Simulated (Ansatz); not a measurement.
The calculation used DFT, revPBE, plane waves (420 eV) with PAW, scalar-relativistic (Ansatz 0.2.0). The PAW files were generated under PBE, with cores re-solved for the functional.

An element in the dhcp structure gives this curve. The cell is scaled uniformly from the relaxed one, with fractional coordinates and shape fixed. Energies are extrapolated to zero smearing, pressures are those at the given smearing. Magnetic state: spin not included.

```tsv
V (Å³/atom)	E − E₀ (meV/atom)	P (GPa)
14.781	70.8	12.83
15.453	28.7	7.58
16.125	6.4	3.37
16.797	0.0	0.00
17.468	6.2	-2.70
18.140	22.5	-4.85
18.812	46.8	-6.53
```

**Question.** Which element is it?
A. platinum
B. titanium
C. zinc
D. aluminium

**Answer.** D. Its fit is V₀ = 16.78 Å³/atom, B₀ = 75 GPa, B₀′ = 4.6.
